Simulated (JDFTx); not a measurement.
# P (Cmce) in JDFTx: equation of state

Aim: energy against volume of P in PBEsol, for its equilibrium volume and stiffness.

Everything below comes from runs of JDFTx 1.7.0 (patched build). Logs are shortened: lines on timing, memory, paths and dates and some standing lists are left out, and cuts for length are marked. The log counts tension as positive stress, the text compression.

### 1 The structure

The structure is orthorhombic, space group Cmce (No. 64). The conventional cell has a = 3.295 Å, b = 10.930 Å, c = 4.544 Å, α = 90.00°, β = 90.00°, γ = 90.00°. P (site symmetry m) is surrounded by 3 P at 2.20 to 2.25 Å.

### 2 Equation of state, PBEsol, 19.23 Å³/atom (volume scaled by 0.94)

File P.in:

```
lattice \
    3.0502187960     3.0502187960     0.0000000000 \
  -10.1166016389    10.1166016389     0.0000000000 \
    0.0000000000     0.0000000000     8.4109485732
coords-type Lattice
ion P      0.9041431300     0.0958568700     0.5888151700 1
ion P      0.0958568700     0.9041431300     0.4111848300 1
ion P      0.5958568700     0.4041431300     0.0888151700 1
ion P      0.4041431300     0.5958568700     0.9111848300 1

ion-species pseudo/P.upf
elec-cutoff 22 176
elec-ex-corr gga-PBEsol
kpoint-folding 8 8 6
elec-smearing Fermi 0.0018374661
elec-n-bands 16
electronic-SCF nIterations 100 energyDiffThreshold 1e-09
electronic-minimize nIterations 30 energyDiffThreshold 1e-7
forces-output-coords Cartesian

dump-name run.$VAR
dump End Ecomponents EigStats BandEigs Kpoints Forces Stress ElecDensity Dtot KEdensity
```

Potentials or basis: PseudoDojo-SR-PBEsol-0.4.1-standard with smoothed tails.

Run with:

```
jdftx -c 1 -i P.in -o P.out
```

The log of the run:

```text
*************** JDFTx 1.7.0 (patched build) ***************

Input parsed successfully to the following command list (including defaults):
[... the input with its defaults ...]

---------- Setting up symmetries ----------

Non-trivial transmission matrix:
[   0   0   1  ]
[   0   1   1  ]
[  -1   0   0  ]
with reduced lattice vectors:
[      0.000000      3.050219      6.100438  ]
[      0.000000     10.116602      0.000000  ]
[     -8.410949      0.000000      0.000000  ]

Found 8 point-group symmetries of the bravais lattice
Found 8 space-group symmetries with basis
Applied RMS atom displacement 8.65123e-17 bohrs to make symmetries exact.

---------- Initializing the Grid ----------
R =
[      3.05022      3.05022            0  ]
[     -10.1166      10.1166            0  ]
[            0            0      8.41095  ]
unit cell volume = 519.088
G =
[    1.02996  -0.310538          0  ]
[    1.02996   0.310538         -0  ]
[         -0          0   0.747025  ]
Minimum fftbox size, Smin = [  64  64  52  ]
Chosen fftbox size, S = [  64  64  54  ]

---------- Initializing tighter grid for wavefunction operations ----------
R =
[      3.05022      3.05022            0  ]
[     -10.1166      10.1166            0  ]
[            0            0      8.41095  ]
unit cell volume = 519.088
G =
[    1.02996  -0.310538          0  ]
[    1.02996   0.310538         -0  ]
[         -0          0   0.747025  ]
Minimum fftbox size, Smin = [  48  48  36  ]
Chosen fftbox size, S = [  48  48  36  ]

---------- Exchange Correlation functional ----------
Initalized PBEsol GGA exchange.
Initalized PBEsol GGA correlation.

---------- Setting up pseudopotentials ----------
Width of ionic core gaussian charges (only for fluid interactions / plotting) set to 0

Reading pseudopotential file 'pseudo/P.upf':
  'P' pseudopotential, 'PBESOL' functional
  Generated using ONCVPSP code by D. R. Hamann
  5 valence electrons, 2 orbitals, 6 projectors, 1001 radial grid points, with lMax = 2
    3S    l: 0   occupation:  2.0   eigenvalue: -0.511448
    3P    l: 1   occupation:  3.0   eigenvalue: -0.201377
  Core radius for overlap checks: 1.66 bohrs.

Initialized 1 species with 4 total atoms.

Folded 1 k-points by 8x8x6 to 384 k-points.

---------- Setting up k-points, bands, fillings ----------
Reduced to 84 k-points under symmetry.
Computing the number of bands and number of electrons
Calculating initial fillings.
nElectrons:  20.000000   nBands: 16   nStates: 84

----- Setting up reduced wavefunction bases (one per k-point) -----
average nbasis = 2557.706 , ideal nbasis = 2558.401

---------- Setting up ewald sum ----------
Optimum gaussian width for ewald sums = 2.544761 bohr.
Real space sum over 1521 unit cells with max indices [  6  6  4  ]
Reciprocal space sum over 3757 terms with max indices [  8  8  6  ]

---------- Allocating electronic variables ----------
Initializing wave functions:  linear combination of atomic orbitals
P pseudo-atom occupations:   s ( 2 )  p ( 3 )
	FillingsUpdate:  mu: +0.308164926  nElectrons: 20.000000
LCAOMinimize: Iter:   0  F: -26.1345968170494523  |grad|_K:  1.337e-03  alpha:  1.000e+00
	FillingsUpdate:  mu: +0.311049874  nElectrons: 20.000000
LCAOMinimize: Iter:   1  F: -26.1503605901416947  |grad|_K:  1.752e-04  alpha:  6.795e-01  linmin: -2.603e-02  cgtest: -1.576e-02
	FillingsUpdate:  mu: +0.311053437  nElectrons: 20.000000
[... 4 lines of inner loops ...]
LCAOMinimize: Iter:   4  F: -26.1506309015544041  |grad|_K:  2.262e-07  alpha:  6.622e-01  linmin:  6.963e-04  cgtest: -4.010e-03
	FillingsUpdate:  mu: +0.311016994  nElectrons: 20.000000
LCAOMinimize: Iter:   5  F: -26.1506309020782979  |grad|_K:  2.111e-08  alpha:  8.438e-01  linmin:  1.848e-04  cgtest:  1.631e-03
LCAOMinimize: Converged (|Delta F|<1.000000e-06 for 2 iters).

-------- Electronic minimization -----------
Will mix electronic density at each iteration.
	FillingsUpdate:  mu: +0.311016994  nElectrons: 20.000000
	FillingsUpdate:  mu: +0.268449999  nElectrons: 20.000000
SCF: Cycle:  0   F: -26.326285013083194   dF: -1.757e-01   |Residual|: 2.074e-01   |deigs|: 4.199e-02
	FillingsUpdate:  mu: +0.272204360  nElectrons: 20.000000
SCF: Cycle:  1   F: -26.416948540787640   dF: -9.066e-02   |Residual|: 1.013e-01   |deigs|: 1.430e-02
	FillingsUpdate:  mu: +0.275073188  nElectrons: 20.000000
SCF: Cycle:  2   F: -26.446187252388960   dF: -2.924e-02   |Residual|: 2.608e-02   |deigs|: 1.404e-02
	FillingsUpdate:  mu: +0.275608681  nElectrons: 20.000000
SCF: Cycle:  3   F: -26.446345875766688   dF: -1.586e-04   |Residual|: 1.142e-02   |deigs|: 1.910e-03
	FillingsUpdate:  mu: +0.276437839  nElectrons: 20.000000
SCF: Cycle:  4   F: -26.446733129795660   dF: -3.873e-04   |Residual|: 1.861e-03   |deigs|: 1.770e-03
	FillingsUpdate:  mu: +0.276482579  nElectrons: 20.000000
SCF: Cycle:  5   F: -26.446745849179194   dF: -1.272e-05   |Residual|: 2.011e-03   |deigs|: 2.760e-04
	FillingsUpdate:  mu: +0.276483586  nElectrons: 20.000000
SCF: Cycle:  6   F: -26.446754134177770   dF: -8.285e-06   |Residual|: 3.506e-04   |deigs|: 1.790e-04
	FillingsUpdate:  mu: +0.276487855  nElectrons: 20.000000
SCF: Cycle:  7   F: -26.446754835990895   dF: -7.018e-07   |Residual|: 1.776e-04   |deigs|: 5.245e-05
	FillingsUpdate:  mu: +0.276486488  nElectrons: 20.000000
SCF: Cycle:  8   F: -26.446755141456020   dF: -3.055e-07   |Residual|: 2.466e-05   |deigs|: 5.632e-05
	FillingsUpdate:  mu: +0.276486018  nElectrons: 20.000000
SCF: Cycle:  9   F: -26.446755231533974   dF: -9.008e-08   |Residual|: 1.978e-05   |deigs|: 4.638e-05
	FillingsUpdate:  mu: +0.276486473  nElectrons: 20.000000
SCF: Cycle: 10   F: -26.446755273373419   dF: -4.184e-08   |Residual|: 7.033e-06   |deigs|: 5.141e-05
	FillingsUpdate:  mu: +0.276486015  nElectrons: 20.000000
SCF: Cycle: 11   F: -26.446755287905550   dF: -1.453e-08   |Residual|: 5.260e-06   |deigs|: 3.476e-05
	FillingsUpdate:  mu: +0.276485933  nElectrons: 20.000000
SCF: Cycle: 12   F: -26.446755295151416   dF: -7.246e-09   |Residual|: 2.044e-06   |deigs|: 4.743e-05
	FillingsUpdate:  mu: +0.276485735  nElectrons: 20.000000
SCF: Cycle: 13   F: -26.446755297488956   dF: -2.338e-09   |Residual|: 2.022e-06   |deigs|: 2.405e-05
	FillingsUpdate:  mu: +0.276485787  nElectrons: 20.000000
SCF: Cycle: 14   F: -26.446755299008622   dF: -1.520e-09   |Residual|: 1.621e-06   |deigs|: 3.527e-05
	FillingsUpdate:  mu: +0.276485764  nElectrons: 20.000000
SCF: Cycle: 15   F: -26.446755299379230   dF: -3.706e-10   |Residual|: 5.710e-07   |deigs|: 1.807e-05
	FillingsUpdate:  mu: +0.276485760  nElectrons: 20.000000
SCF: Cycle: 16   F: -26.446755299630002   dF: -2.508e-10   |Residual|: 1.651e-07   |deigs|: 2.688e-05
SCF: Converged (|Delta E|<1.000000e-09 for 2 iters).

Setting wave functions to eigenvectors of Hamiltonian

# Stress tensor in Cartesian coordinates [Eh/a0^3]:
[ -0.000185786            0            0  ]
[            0 -0.000129031            0  ]
[            0            0 -0.000149906  ]

# Ionic positions in lattice coordinates:
ion P   0.904143130000000   0.095856870000000   0.588815170000000 1
ion P   0.095856870000000   0.904143130000000   0.411184830000000 1
ion P   0.595856870000000   0.404143130000000   0.088815170000000 1
ion P   0.404143130000000   0.595856870000000   0.911184830000000 1

# Forces in Cartesian coordinates:
force P  -0.000000000000000   0.010951768419719  -0.012640941582647 1
force P   0.000000000000000  -0.010951768419719   0.012640941582647 1
force P   0.000000000000000  -0.010951768419719  -0.012640941582647 1
force P   0.000000000000000   0.010951768419719   0.012640941582647 1

# Energy components:
   Eewald =      -25.2547465354771283
       EH =        3.5102535934219103
     Eloc =      -12.1674303735098235
      Enl =        4.2177644190409751
      Exc =       -8.2027525030640422
 Exc_core =        1.2325618658458415
       KE =       10.2176318228259149
-------------------------------------
     Etot =      -26.4467177109163529
       TS =        0.0000375887136496
-------------------------------------
        F =      -26.4467552996300022

IonicMinimize: Iter:   0  F: -26.446755299630002  |grad|_K:  9.656e-03
IonicMinimize: None of the convergence criteria satisfied after 0 iterations.

#--- Lowdin population analysis ---
# oxidation-state P +0.091 +0.091 +0.091 +0.091

Dumping 'run.eigStats' ...
	eMin: -0.326485 at state 0 ( [ +0.000000 +0.000000 +0.000000 ] spin 0 )
	HOMO: +0.274834 at state 80 ( [ +0.500000 +0.500000 +0.000000 ] spin 0 )
	mu  : +0.276486
	LUMO: +0.276700 at state 80 ( [ +0.500000 +0.500000 +0.000000 ] spin 0 )
	eMax: +0.515874 at state 0 ( [ +0.000000 +0.000000 +0.000000 ] spin 0 )
	HOMO-LUMO gap: +0.001866
	Optical gap  : +0.001866 at state 80 ( [ +0.500000 +0.500000 +0.000000 ] spin 0 )
Done!
```

Wall time 5.2 min (1 thread of Intel Xeon Platinum 8488C (Sapphire Rapids), shared host); peak memory 0.37 GiB.

Results:

* Free energy: -719.6529 eV
* Pressure: 4.6 GPa
* Largest force: 0.860 eV/Å
* Band gap on the k mesh: 0.05 eV, direct

### 3 Equation of state, PBEsol, 19.64 Å³/atom (volume scaled by 0.96)

Edit P.in of step 2 so:

```diff
@@ -1,5 +1,5 @@
 lattice \
-    3.0502187960     3.0502187960     0.0000000000 \
-  -10.1166016389    10.1166016389     0.0000000000 \
-    0.0000000000     0.0000000000     8.4109485732
+    3.0716999177     3.0716999177     0.0000000000 \
+  -10.1878476598    10.1878476598     0.0000000000 \
+    0.0000000000     0.0000000000     8.4701825571
 coords-type Lattice
@@ -21,2 +21,2 @@
 dump-name run.$VAR
-dump End Ecomponents EigStats BandEigs Kpoints Forces Stress ElecDensity Dtot KEdensity
+dump End Ecomponents EigStats BandEigs Kpoints Forces Stress
```

Potentials or basis: PseudoDojo-SR-PBEsol-0.4.1-standard with smoothed tails.

Run with:

```
jdftx -c 1 -i P.in -o P.out
```

Wall time 4.8 min (1 thread of Intel Xeon Platinum 8488C (Sapphire Rapids), shared host); peak memory 0.37 GiB.

It converged, with:

```yaml
Free_energy: -719.6895 eV
Pressure: 2.6 GPa
Largest_force: 0.654 eV/Å
Band_gap_on_the_k_mesh: 0.04 eV, direct
```

### 4 Equation of state, PBEsol, 20.05 Å³/atom (volume scaled by 0.98)

Edit P.in of step 3 so:

```diff
@@ -1,5 +1,5 @@
 lattice \
-    3.0716999177     3.0716999177     0.0000000000 \
-  -10.1878476598    10.1878476598     0.0000000000 \
-    0.0000000000     0.0000000000     8.4701825571
+    3.0928847246     3.0928847246     0.0000000000 \
+  -10.2581108985    10.2581108985     0.0000000000 \
+    0.0000000000     0.0000000000     8.5285994552
 coords-type Lattice
```

Run with:

```
jdftx -c 1 -i P.in -o P.out
```

It took 4.9 min on 1 thread of Intel Xeon Platinum 8488C (Sapphire Rapids), shared host; peak memory 0.37 GiB.

It converged, with:

```
Free energy            : -719.7075 eV
Pressure               : 0.9 GPa
Largest force          : 0.465 eV/Å
Band gap on the k mesh : 0.02 eV, direct
```

### 5 Equation of state, PBEsol, 20.46 Å³/atom

Edit P.in of step 4 so:

```diff
@@ -1,5 +1,5 @@
 lattice \
-    3.0928847246     3.0928847246     0.0000000000 \
-  -10.2581108985    10.2581108985     0.0000000000 \
-    0.0000000000     0.0000000000     8.5285994552
+    3.1137832283     3.1137832283     0.0000000000 \
+  -10.3274245612    10.3274245612     0.0000000000 \
+    0.0000000000     0.0000000000     8.5862268752
 coords-type Lattice
```

Run with:

```
jdftx -c 1 -i P.in -o P.out
```

Wall time 4.8 min (1 thread of Intel Xeon Platinum 8488C (Sapphire Rapids), shared host); peak memory 0.39 GiB.

It converged, with:

```
Free energy            : -719.7087 eV
Pressure               : -0.6 GPa
Largest force          : 0.297 eV/Å
Band gap on the k mesh : 0.01 eV, direct
```

### 6 Equation of state, PBEsol, 20.87 Å³/atom (volume scaled by 1.02)

Edit P.in of step 5 so:

```diff
@@ -1,5 +1,5 @@
 lattice \
-    3.1137832283     3.1137832283     0.0000000000 \
-  -10.3274245612    10.3274245612     0.0000000000 \
-    0.0000000000     0.0000000000     8.5862268752
+    3.1344049102     3.1344049102     0.0000000000 \
+  -10.3958200946    10.3958200946     0.0000000000 \
+    0.0000000000     0.0000000000     8.6430909621
 coords-type Lattice
```

Potentials or basis: PseudoDojo-SR-PBEsol-0.4.1-standard with smoothed tails.

Run with:

```
jdftx -c 1 -i P.in -o P.out
```

Wall time 5.2 min (1 thread of Intel Xeon Platinum 8488C (Sapphire Rapids), shared host); peak memory 0.39 GiB.

The run converged. Its results:

```yaml
Free_energy: -719.6950 eV
Pressure: -2.0 GPa
Largest_force: 0.165 eV/Å
Band_gap_on_the_k_mesh: 0.04 eV, direct
```

### 7 Equation of state, PBEsol, 21.28 Å³/atom (volume scaled by 1.04)

Edit P.in of step 6 so:

```diff
@@ -1,5 +1,5 @@
 lattice \
-    3.1344049102     3.1344049102     0.0000000000 \
-  -10.3958200946    10.3958200946     0.0000000000 \
-    0.0000000000     0.0000000000     8.6430909621
+    3.1547587593     3.1547587593     0.0000000000 \
+  -10.4633273114    10.4633273114     0.0000000000 \
+    0.0000000000     0.0000000000     8.6992165019
 coords-type Lattice
```

Run with:

```
jdftx -c 1 -i P.in -o P.out
```

It took 5.3 min on 1 thread of Intel Xeon Platinum 8488C (Sapphire Rapids), shared host; peak memory 0.4 GiB.

Results (log left out):

```yaml
Free_energy: -719.6678 eV
Pressure: -3.3 GPa
Largest_force: 0.146 eV/Å
Band_gap_on_the_k_mesh: 0.07 eV, direct
```

### 8 Equation of state, PBEsol, 21.69 Å³/atom (volume scaled by 1.06)

Edit P.in of step 7 so:

```diff
@@ -1,5 +1,5 @@
 lattice \
-    3.1547587593     3.1547587593     0.0000000000 \
-  -10.4633273114    10.4633273114     0.0000000000 \
-    0.0000000000     0.0000000000     8.6992165019
+    3.1748533058     3.1748533058     0.0000000000 \
+  -10.5299745051    10.5299745051     0.0000000000 \
+    0.0000000000     0.0000000000     8.7546270182
 coords-type Lattice
```

Run with:

```
jdftx -c 1 -i P.in -o P.out
```

Run time: 4.9 min. Hardware: 1 thread of Intel Xeon Platinum 8488C (Sapphire Rapids), shared host; peak memory 0.42 GiB.

The run converged. Its results:

```yaml
Free_energy: -719.6285 eV
Pressure: -4.4 GPa
Largest_force: 0.246 eV/Å
Band_gap_on_the_k_mesh: 0.11 eV, direct
```

### 9 Equation of state, PBEsol

Potentials or basis: PseudoDojo-SR-PBEsol-0.4.1-standard with smoothed tails.

No new run: the results of the series are fitted here.

Results:

```
Equilibrium volume                        : 20.28 Å³/atom
Bulk modulus at fixed shape and positions : 76 GPa
Pressure derivative of the bulk modulus   : 4.3
```

Energy against volume, from the lowest point:
```
volume (Å³/atom)  energy (meV/atom)
          19.230              13.96
          19.639               4.81
          20.049               0.32
          20.458               0.00
          20.867               3.43
          21.276              10.23
          21.685              20.06
```

Caveat: the cell was scaled at fixed shape and fractional positions, which overstates the stiffness of a crystal with free parameters, most of all of layers and chains.
